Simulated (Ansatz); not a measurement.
# In: the order of phases at one pressure, part 2 of 2

Aim: bring In in several structures (bcc, hcp, simple hexagonal, sc, beta tin) to one pressure and rank them by enthalpy. The pressure is set by scaling the first phase. Methods of the runs shown: PAW.

Ansatz 0.2.0; DFT LDA; a cell built from a prototype (bcc type), not taken from measurement.

**6. Simple hexagonal relaxed under pressure, PAW**

Input file input.yaml:

```yaml
crystal:
  lattice:
    - [3.157604645, 0.0, 0.0]
    - [-1.5788023225, 2.7345658376, 0.0]
    - [0.0, 0.0, 2.9681483663]
  atoms:
    - { symbol: In, position: [0.0, 0.0, 0.0] }
kpoints:
  mp_grid: { grid: [14, 14, 13] }
scf:
  occupations: { method: fermi_dirac, width: 0.1 }
hamiltonian:
  xc: lda
  pseudopotentials: { kind: paw }
output:
  forces: true
  stress: true
  eigenvalues: true
relax:
  f_tol: 0.005
  max_steps: 40
  cell: { p_target: 0.33, stress_tol: 0.03 }
```

Command:

```console
$ ansatz run input.yaml --threads 1 --pin off --max-ram 3584MiB --backend cpu --events-out ev --progress --plain --runs-dir out
```

What it wrote:

```text
Engine: ansatz 0.2.0
Pseudopotentials: kind: paw
Pseudopotential: In, paw, valence charge 13, recommended cutoff 420 eV (normal)
Functional definition: SPW92
  exchange = slater_x
  correlation = pw_c
Crystal: 1 atoms, lattice volume = 25.629 Å³
Basis set: ecut = 420 eV, 513 PW (Γ)
Bands: 11, of which v1, the nominal top of the filled ones, is band 7 counted from 1 (6 counted from 0)
Symmetry: 24 space group operations
Space group: P6/mmm (ITA 191), of the structure as read, at distance tolerance 2.9e-5 Å
k-points: 168 of 2548
Non-local potential: In, projectors of the file, l = 0: 2, l = 1: 2, l = 2: 2, l = 3: 2
PAW form: soft (Blöchl's): semilocal exchange-correlation on the pseudo side does not see the compensation charge
PAW frozen core: In, regenerated for the run's functional, and the local potential with it (the file was generated under x = pbe(κ = 0.804, μ = 0.2195149727645171), c = pbe(β = 0.06672455060314922))
PAW one-centre angular grid: In, 590 points (default); XC on 64 Gauss nodes
Initial density: superposition of atomic densities (neutral atoms: chi_scale 0, normalization atom), corrected by the library's trained network
Initial wavefunctions: pseudopotential atomic-orbital guess
Functional: x = slater, c = lda
SCF iter   1: F=—  HF=-5457.140091 eV  |F-HF|=—  |Δ(HF+E_count)|=         —  Δρ=7.45e-3  dr2=8.08e-3  ethr=1.77e-3  ⟨swp⟩=5.0  Hψ=10851  notcnv=0
preconditioner: auto → none  [metal: Δε(μ)=0.090 eV  Ē_g=19.819 eV  σ=0.100 eV  W_gap=0.22  n_scr=8 (ndim 8)  ℏωp=26.4 eV  f_vac=0.000  D(μ)=0.58/eV (n_scr^D=0)  sad-step TF]
SCF iter   2: F=—  HF=-5457.136689 eV  |F-HF|=—  |Δ(HF+E_count)|=   3.40e-3  Δρ=3.28e-3  dr2=1.65e-3  ethr=6.21e-5  ⟨swp⟩=1.7  Hψ=3665  notcnv=0
SCF iter   3: F=—  HF=-5457.136095 eV  |F-HF|=—  |Δ(HF+E_count)|=   5.94e-4  Δρ=2.18e-4  dr2=7.89e-6  ethr=1.27e-5  ⟨swp⟩=2.1  Hψ=2659  notcnv=0
SCF iter   4: F=—  HF=-5457.136092 eV  |F-HF|=—  |Δ(HF+E_count)|=   2.45e-6  Δρ=6.29e-5  dr2=6.40e-7  ethr=6.07e-8  ⟨swp⟩=2.0  Hψ=2924  notcnv=0
iter 5 did not close the SCF: its close was put off for the readings that it lacked (scf_convergence_deferred on its scf_iter line)
SCF iter   5: F=-5457.136092 eV  HF=-5457.136093 eV  |F-HF|=1.64e-8  |Δ(HF+E_count)|=   2.17e-8  Δρ=1.49e-5  dr2=3.05e-8  ethr=4.93e-9  ⟨swp⟩=2.0  Hψ=2894  notcnv=0
SCF iter   6: F=-5457.136092 eV  HF=-5457.136092 eV  |F-HF|=3.37e-11  |Δ(HF+E_count)|=   3.91e-9  Δρ=9.49e-7  dr2=1.05e-10  ethr=2.35e-10  ⟨swp⟩=3.5  Hψ=7456  notcnv=0
SCF 1 converged in 6 iterations: F = -5457.136092 eV  dr2 = 1.05e-10
relax step   1: F+E_penalty+E_count = -5457.13609250 eV  Δ(F+E_penalty+E_count) = +0.000e0 eV  max|allowed force component| = 0.000e0 eV/Å  Δτ_max = 0.0000 Å  P = -0.681 GPa  Ω = 25.629 Å³  (6 SCF iters, dr2 threshold 1.00e-7 eV, accepted)
Crystal: 1 atoms, lattice volume = 25.028 Å³
Basis set: ecut = 420 eV, 465 PW (Γ)
Initial density: handed on by an earlier stage of this run
Initial wavefunctions: those handed on with the density
iter 1 solved again at ethr=1.15e-6 eV; its pass at ethr=3.10e-3 eV (dr2=1.50e-4 eV) is discarded
SCF iter   1: F=—  HF=-5457.136855 eV  |F-HF|=—  |Δ(HF+E_count)|=         —  Δρ=7.41e-4  dr2=1.52e-4  ethr=1.15e-6  ⟨swp⟩=2.2  Hψ=15774  notcnv=0
preconditioner: auto → none  [metal: Δε(μ)=0.077 eV  Ē_g=20.037 eV  σ=0.100 eV  W_gap=0.19  n_scr=8 (ndim 8)  ℏωp=26.8 eV  f_vac=0.000  D(μ)=0.57/eV (n_scr^D=0)]
SCF iter   2: F=—  HF=-5457.136800 eV  |F-HF|=—  |Δ(HF+E_count)|=   5.55e-5  Δρ=3.68e-4  dr2=1.38e-5  ethr=1.15e-6  ⟨swp⟩=2.2  Hψ=2833  notcnv=0
SCF iter   3: F=—  HF=-5457.136798 eV  |F-HF|=—  |Δ(HF+E_count)|=   1.30e-6  Δρ=1.35e-4  dr2=2.13e-6  ethr=1.06e-7  ⟨swp⟩=1.0  Hψ=1848  notcnv=0
SCF iter   4: F=-5457.136799 eV  HF=-5457.136799 eV  |F-HF|=1.17e-9  |Δ(HF+E_count)|=   1.22e-7  Δρ=4.56e-6  dr2=6.13e-9  ethr=7.69e-10  ⟨swp⟩=5.0  Hψ=9947  notcnv=0
SCF 2 converged in 4 iterations: F = -5457.136799 eV  dr2 = 6.13e-9
relax step   2: F+E_penalty+E_count = -5457.13679855 eV  Δ(F+E_penalty+E_count) = -7.061e-4 eV  max|allowed force component| = 0.000e0 eV/Å  Δτ_max = 0.0000 Å  P = +0.404 GPa  Ω = 25.028 Å³  energy of the carried Pulay correction = +8.518e-5 eV  (4 SCF iters, dr2 threshold 1.00e-7 eV, accepted)
Crystal: 1 atoms, lattice volume = 25.063 Å³
Basis set: ecut = 420 eV, 489 PW (Γ)
iter 1 solved again at ethr=1.07e-8 eV; its pass at ethr=3.10e-3 eV (dr2=1.39e-6 eV) is discarded
SCF iter   1: F=—  HF=-5457.136900 eV  |F-HF|=—  |Δ(HF+E_count)|=         —  Δρ=8.73e-5  dr2=2.73e-6  ethr=1.07e-8  ⟨swp⟩=3.2  Hψ=15764  notcnv=0
preconditioner: auto → none  [metal: Δε(μ)=0.077 eV  Ē_g=20.045 eV  σ=0.100 eV  W_gap=0.19  n_scr=8 (ndim 8)  ℏωp=26.7 eV  f_vac=0.000  D(μ)=0.57/eV (n_scr^D=0)]
SCF iter   2: F=—  HF=-5457.136899 eV  |F-HF|=—  |Δ(HF+E_count)|=   9.48e-7  Δρ=3.22e-5  dr2=2.11e-7  ethr=1.07e-8  ⟨swp⟩=2.5  Hψ=2852  notcnv=0
SCF iter   3: F=-5457.136899 eV  HF=-5457.136899 eV  |F-HF|=1.68e-9  |Δ(HF+E_count)|=   4.91e-8  Δρ=7.46e-6  dr2=8.11e-9  ethr=7.69e-10  ⟨swp⟩=5.1  Hψ=8072  notcnv=0
SCF 3 converged in 3 iterations: F = -5457.136899 eV  dr2 = 8.11e-9
relax step   3: F+E_penalty+E_count = -5457.13689936 eV  Δ(F+E_penalty+E_count) = -1.008e-4 eV  max|allowed force component| = 0.000e0 eV/Å  Δτ_max = 0.0000 Å  P = +0.333 GPa  Ω = 25.063 Å³  energy of the carried Pulay correction = +8.024e-5 eV  (3 SCF iters, dr2 threshold 1.00e-7 eV, accepted)
Crystal: 1 atoms, lattice volume = 25.068 Å³
iter 1 solved again at ethr=1.34e-8 eV; its pass at ethr=3.10e-3 eV (dr2=1.74e-6 eV) is discarded
SCF iter   1: F=—  HF=-5457.136922 eV  |F-HF|=—  |Δ(HF+E_count)|=         —  Δρ=8.81e-5  dr2=2.94e-6  ethr=1.34e-8  ⟨swp⟩=3.4  Hψ=15746  notcnv=0
preconditioner: auto → none  [metal: Δε(μ)=0.070 eV  Ē_g=20.042 eV  σ=0.100 eV  W_gap=0.17  n_scr=8 (ndim 8)  ℏωp=26.7 eV  f_vac=0.000  D(μ)=0.56/eV (n_scr^D=0)]
SCF iter   2: F=—  HF=-5457.136921 eV  |F-HF|=—  |Δ(HF+E_count)|=   9.47e-7  Δρ=3.04e-5  dr2=2.54e-7  ethr=1.34e-8  ⟨swp⟩=1.8  Hψ=2054  notcnv=0
SCF iter   3: F=-5457.136921 eV  HF=-5457.136921 eV  |F-HF|=1.64e-10  |Δ(HF+E_count)|=   6.12e-8  Δρ=5.88e-6  dr2=3.48e-9  ethr=1.30e-10  ⟨swp⟩=3.7  Hψ=7518  notcnv=0
SCF 4 converged in 3 iterations: F = -5457.136921 eV  dr2 = 3.48e-9
relax step   4: F+E_penalty+E_count = -5457.13692141 eV  Δ(F+E_penalty+E_count) = -2.205e-5 eV  max|allowed force component| = 0.000e0 eV/Å  Δτ_max = 0.0000 Å  P = +0.322 GPa  Ω = 25.068 Å³  energy of the carried Pulay correction = +7.968e-5 eV  (3 SCF iters, dr2 threshold 1.69e-8 eV, accepted)
Initial wavefunctions: pseudopotential atomic-orbital guess (no wavefunctions were taken with the density)
iter 1 solved again at ethr=1.40e-7 eV; its pass at ethr=3.10e-3 eV (dr2=1.82e-5 eV) is discarded
SCF iter   1: F=—  HF=-5457.136845 eV  |F-HF|=—  |Δ(HF+E_count)|=         —  Δρ=2.83e-5  dr2=4.03e-8  ethr=1.40e-7  ⟨swp⟩=2.5  Hψ=15240  notcnv=0
SCF iter   2: F=—  HF=-5457.136843 eV  |F-HF|=—  |Δ(HF+E_count)|=   1.46e-6  Δρ=1.26e-5  dr2=7.46e-9  ethr=3.10e-10  ⟨swp⟩=2.0  Hψ=2830  notcnv=0
SCF iter   3: F=—  HF=-5457.136843 eV  |F-HF|=—  |Δ(HF+E_count)|=   1.31e-9  Δρ=2.72e-6  dr2=3.11e-10  ethr=5.74e-11  ⟨swp⟩=1.7  Hψ=2368  notcnv=0
SCF iter   4: F=—  HF=-5457.136843 eV  |F-HF|=—  |Δ(HF+E_count)|=  3.09e-11  Δρ=2.72e-7  dr2=6.13e-12  ethr=2.40e-12  ⟨swp⟩=2.0  Hψ=2710  notcnv=0
SCF iter   5: F=-5457.136843 eV  HF=-5457.136843 eV  |F-HF|=2.73e-12  |Δ(HF+E_count)|=  1.82e-12  Δρ=3.41e-8  dr2=1.57e-13  ethr=1.00e-12  ⟨swp⟩=5.4  Hψ=7056  notcnv=0
SCF 5 converged in 5 iterations: F = -5457.136843 eV  dr2 = 1.57e-13
relax step   5: F+E_penalty+E_count = -5457.13684333 eV  Δ(F+E_penalty+E_count) = +7.808e-5 eV  max|allowed force component| = 0.000e0 eV/Å  Δτ_max = 0.0000 Å  P = +0.321 GPa  Ω = 25.068 Å³  stress off target by 1.41e-2 GPa  SCF on the basis re-selected at this cell (its energy is not comparable with the rows above)  (5 SCF iters)
basis re-selected at this cell: Δ(F+E_penalty+E_count) = +7.808e-5 eV, ΔP = -0.001 GPa vs the last step (what re-selecting the basis moved, of the pressure what is left beyond the Pulay correction that the steps carried, after the strain that the cell walked since its last selection, with what the two solves' SCF thresholds leave and, on support functions, any second-order correction that the steps lacked; it is no measure of the basis error at this ecutwfc). This SCF's stress stands 1.41e-2 GPa from its target on what of the cell is left free (relax.cell.stress_tol is 3.00e-2 GPa) and its largest allowed force component is 0.00e0 eV/Å (relax.f_tol is 5.00e-3 eV/Å): within both
SCF converged after 5 iterations
Free energy (F): -5457.136843 eV
Harris-Foulkes:  -5457.136843 eV  (|F-HF|=2.73e-12)
Internal energy: -5457.118484 eV  (E = F + TS)
E sigma→0 (E₀):  -5457.127664 eV
Entropy (-TS):   -0.018360 eV (-18.360 meV/atom)
Fermi energy:    10.360456 eV
--- Per-component energies (eV) ---
  E_band       = -21.799833
  E_kinetic    = 243.253342
  E_local      = -1073.644707  (includes V_loc(G=0)·N_el)
  E_nonlocal   = 369.149927
  E_hartree    = 420.694110
  E_xc         = -214.452280
  E_vxc        = -102.127188  (∫ρ·V_xc dr)
  E_paw        = -4013.181923  (= ΣΔE_a)
  E_vpaw       = -299.819437  (= ΣTr[D̂ρ^β])
  E_aug_tail   = 0.000025  (compensation charges beyond the density's cutoff)
  E_ewald      = -1189.221515
  E_core_change = 0.284536  (= ΣΔE_core)
  E_smearing   = -0.018360  (= −TS)
  E_closure    = 0.000000  (closes the sum)
  Σ components = -5457.136843   (vs F -5457.136843, Δ=0.00e0)
--- Forces (eV/Å), atoms counted from 1 ---
  atom   1  In    -0.00000000     0.00000000     0.00000000
  max |Σ_I F_I| component: 1.58e-30 eV/Å
--- Stress (GPa, compression-positive) ---
        0.315931       0.000000       0.000000
       -0.000000       0.315931      -0.000000
        0.000000      -0.000000       0.331778
  P = ⅓ Tr σ = 0.3212 GPa (3.212 kbar)
--- Band table (eV; the first three rows and the last of 168) ---
  k-point 0: bands = ["-4.6914", "-4.2447", "-4.2447", "-3.7983", "-3.7983", "0.5057", "17.9002", "20.4586", "20.4586", "21.6397", "22.4211"]
  k-point 1: bands = ["-4.6556", "-4.2422", "-4.2422", "-3.8132", "-3.8132", "0.6140", "16.5798", "20.6042", "20.6042", "22.5082", "23.0071"]
  k-point 2: bands = ["-4.5574", "-4.2354", "-4.2354", "-3.8542", "-3.8542", "0.9422", "14.3877", "21.0310", "21.0310", "22.7670", "24.8271"]
  k-point 167: bands = ["-4.3292", "-4.2706", "-4.0958", "-3.9712", "-3.6252", "10.5070", "11.3823", "11.9310", "12.9687", "15.9357", "16.8249"]
--- Relaxed structure (4 steps of the walk, 4 accepted, 1 SCFs on fresh bases) ---
  F+E_penalty+E_count = -5457.13684333 eV   max|allowed force component| = 0.000e0 eV/Å   (the final SCF, on the basis selected at the relaxed cell)
  cell:  # Å, volume = 25.0684 Å³
    - [3.129170406833421, 0.0, 0.0]
    - [-1.5645852034167105, 2.7099410650882296, 0.0]
    - [0.0, 0.0, 2.9562296059258597]
  atoms:
    - { symbol: In, position: [0.0, 0.0, 0.0] }
```

Run time: 7.1 s. Hardware: 1 thread of Intel Xeon 6975P-C (Granite Rapids), shared host; peak memory 0.43 GiB.

Step by step:

```tsv
step	energy from step 1 (eV/cell)	largest force component (eV/Å)	pressure (GPa)	volume (Å³)
1	0.0000	0.0000	-0.68	25.63
2	-0.0007	0.0000	0.40	25.03
3	-0.0008	0.0000	0.33	25.06
4	-0.0008	0.0000	0.32	25.07
5	-0.0008	0.0000	0.32	25.07
```

Step 1 is the start. Step 5 repeats the geometry before on a plane-wave basis chosen anew for that cell, so the energy can jump there without any move; the table keeps such jumps.

| input's cell | before | after | change |
| --- | --- | --- | --- |
| a (Å) | 3.158 | 3.129 | -0.9 % |
| b (Å) | 3.158 | 3.129 | -0.9 % |
| c (Å) | 2.968 | 2.956 | -0.4 % |
| volume (Å³/atom) | 25.63 | 25.07 | -2.2 % |

Read from it: pressure 0.32 GPa; no gap.

**7. Sc relaxed under pressure, PAW**

Changes to input.yaml since step 6:

```diff
@@ -2,5 +2,5 @@
   lattice:
-    - [3.157604645, 0.0, 0.0]
-    - [-1.5788023225, 2.7345658376, 0.0]
-    - [0.0, 0.0, 2.9681483663]
+    - [2.9851053587, 0.0, 0.0]
+    - [0.0, 2.9851053587, 0.0]
+    - [0.0, 0.0, 2.9851053587]
   atoms:
@@ -8,3 +8,3 @@
 kpoints:
-  mp_grid: { grid: [14, 14, 13] }
+  mp_grid: { grid: [13, 13, 13] }
 scf:
```

Command:

```console
$ ansatz run input.yaml --threads 1 --pin off --max-ram 3584MiB --backend cpu --events-out ev --progress --plain --runs-dir out
```

What it wrote (excerpt; [...] marks lines left out):

```text
[...]
[... 3 set-up lines as earlier in the session ...]
[...]
Crystal: 1 atoms, lattice volume = 26.600 Å³
Basis set: ecut = 420 eV, 485 PW (Γ)
Bands: 11, of which v1, the nominal top of the filled ones, is band 7 counted from 1 (6 counted from 0)
[... 1 set-up line as earlier in the session ...]
[...]
--- Relaxed structure (3 steps of the walk, 3 accepted, 1 SCFs on fresh bases) ---
  F+E_penalty+E_count = -5457.09030158 eV   max|allowed force component| = 0.000e0 eV/Å   (the final SCF, on the basis selected at the relaxed cell)
  cell:  # Å, volume = 26.0262 Å³
    - [2.963491229723363, -2.5679065925163143e-34, 1.925929944387236e-34]
    - [-2.5679065925163143e-34, 2.963491229723363, 0.0]
    - [1.925929944387236e-34, 0.0, 2.963491229723363]
  atoms:
    - { symbol: In, position: [0.0, 0.0, 0.0] }
```

Wall time 3.2 s (1 thread of Intel Xeon 6975P-C (Granite Rapids), shared host); peak memory 0.33 GiB.

The steps of the relaxation:

```tsv
step	energy from step 1 (eV/cell)	largest force component (eV/Å)	pressure (GPa)	volume (Å³)
1	0.0000	0.0000	-0.63	26.60
2	-0.0005	0.0000	0.44	25.96
3	-0.0007	0.0000	0.32	26.03
4	-0.0006	0.0000	0.33	26.03
```

Step 1 is the start. Step 4 repeats the geometry before on a plane-wave basis chosen anew for that cell, so the energy can jump there without any move; the table keeps such jumps.

| input's cell | before | after | change |
| --- | --- | --- | --- |
| a (Å) | 2.985 | 2.963 | -0.7 % |
| b (Å) | 2.985 | 2.963 | -0.7 % |
| c (Å) | 2.985 | 2.963 | -0.7 % |
| volume (Å³/atom) | 26.60 | 26.03 | -2.2 % |

Read from it: pressure 0.33 GPa; no gap.

**8. Beta tin relaxed under pressure, PAW**

Input file input.yaml:

```yaml
crystal:
  lattice:
    - [-2.8470735129, 2.8470735129, 1.5658904321]
    - [2.8470735129, -2.8470735129, 1.5658904321]
    - [2.8470735129, 2.8470735129, -1.5658904321]
  atoms:
    - { symbol: In, position: [-0.375, -0.125, -0.25] }
    - { symbol: In, position: [0.375, 0.125, 0.25] }
kpoints:
  mp_grid: { grid: [14, 14, 14] }
scf:
  occupations: { method: fermi_dirac, width: 0.1 }
hamiltonian:
  xc: lda
  pseudopotentials: { kind: paw }
output:
  forces: true
  stress: true
  eigenvalues: true
relax:
  f_tol: 0.005
  max_steps: 40
  cell: { p_target: 0.33, stress_tol: 0.03 }
```

Command:

```console
$ ansatz run input.yaml --threads 1 --pin off --max-ram 3584MiB --backend cpu --events-out ev --progress --plain --runs-dir out
```

What it wrote (excerpt; [...] marks lines left out):

```text
[...]
[... 3 set-up lines as earlier in the session ...]
[...]
Crystal: 2 atoms, lattice volume = 50.771 Å³
Basis set: ecut = 420 eV, 989 PW (Γ)
Bands: 17, of which v1, the nominal top of the filled ones, is band 13 counted from 1 (12 counted from 0)
Symmetry: 16 space group operations
[...]
relax step   4: F+E_penalty+E_count = -10914.23728960 eV  Δ(F+E_penalty+E_count) = -2.694e-3 eV  max|allowed force component| = 1.388e-17 eV/Å  Δτ_max = 0.0000 Å  P = +0.071 GPa  Ω = 51.040 Å³  energy of the carried Pulay correction = -4.237e-5 eV  (4 SCF iters, dr2 threshold 2.00e-7 eV, accepted)
[...]
SCF iter   4: F=-10914.237009 eV  HF=-10914.237009 eV  |F-HF|=1.71e-10  |Δ(HF+E_count)|=   1.47e-7  Δρ=4.72e-6  dr2=1.13e-8  ethr=4.62e-10  ⟨swp⟩=5.3  Hψ=17173  notcnv=0
[...]
```

**9. The log goes on: beta_tin relaxed under pressure, PAW files**

Output, continued (excerpt; [...] marks lines left out):

```text
relax step   5: F+E_penalty+E_count = -10914.23700859 eV  Δ(F+E_penalty+E_count) = +2.810e-4 eV  max|allowed force component| = 0.000e0 eV/Å  Δτ_max = 0.0000 Å  P = +0.341 GPa  Ω = 50.748 Å³  energy of the carried Pulay correction = -9.797e-7 eV  (4 SCF iters, dr2 threshold 2.00e-7 eV, accepted)
[...]
  cell:  # Å, volume = 50.7569 Å³
    - [-2.893468779456152, 2.893468779456152, 1.5156436073251014]
    - [2.893468779456152, -2.893468779456152, 1.5156436073251014]
    - [2.893468779456152, 2.893468779456152, -1.5156436073251014]
  atoms:
    - { symbol: In, position: [-0.37500000000000006, -0.12499999999999999, -0.25000000000000006] }
    - { symbol: In, position: [0.37500000000000006, 0.12499999999999999, 0.25000000000000006] }
```

It took 37 s on 1 thread of Intel Xeon 6975P-C (Granite Rapids), shared host; peak memory 0.52 GiB.

The steps of the relaxation:

```tsv
step	energy from step 1 (eV/cell)	largest force component (eV/Å)	pressure (GPa)	volume (Å³)
1	0.0000	0.0000	0.43	50.77
2	-0.0065	0.0000	0.25	50.87
3	-0.0069	0.0000	0.96	50.13
4	-0.0095	0.0000	0.07	51.04
5	-0.0093	0.0000	0.34	50.75
6	-0.0093	0.0000	0.33	50.76
7	-0.0093	0.0000	0.33	50.76
```

Step 1 is the start. Step 7 repeats the geometry before on a plane-wave basis chosen anew for that cell, so the energy can jump there without any move; the table keeps such jumps.

| input's cell | before | after | change |
| --- | --- | --- | --- |
| a (Å) | 4.320 | 4.364 | +1.0 % |
| b (Å) | 4.320 | 4.364 | +1.0 % |
| c (Å) | 4.320 | 4.364 | +1.0 % |
| α (°) | 97.55 | 96.93 | -0.62° |
| β (°) | 97.55 | 96.93 | -0.62° |
| γ (°) | 137.50 | 139.35 | +1.85° |
| volume (Å³/atom) | 25.39 | 25.38 | -0.0 % |

Read from it: pressure 0.33 GPa; no gap.

**10. All runs together**

Enthalpy per atom, H = F + pV at p = 0.33 GPa, from each method's lowest phase:

| method | start | space group, start → end | volume (Å³/atom) | pressure (GPa) | enthalpy (meV/atom) |
| --- | --- | --- | --- | --- | --- |
| PAW | bcc | Im-3m → Im-3m | 24.656 | 0.3 | 5.6 |
| PAW | hcp | P6_3/mmc → P6_3/mmc | 24.642 | 0.3 | 0.0 |
| PAW | simple hexagonal | P6/mmm → P6/mmm | 25.068 | 0.3 | 23.8 |
| PAW | sc | Pm-3m → Pm-3m | 26.026 | 0.3 | 72.3 |
| PAW | beta tin | I4_1/amd → I4_1/amd | 25.378 | 0.3 | 42.8 |

**11. Summary of results**

The summary covers parts 1 to 2.

| quantity | value |
| --- | --- |
| pressure | 0.33 GPa |
| lowest (PAW) | hcp, 5.6 meV/atom under bcc |

**Reading.** By PAW the order is hcp < bcc < simple hexagonal < beta tin < sc. Only these structures were tried, with electrons smeared by 0.1 eV and without vibrations, so the true ground state may be another. The k meshes differ between phases and weren't tested, which can move differences by some meV.
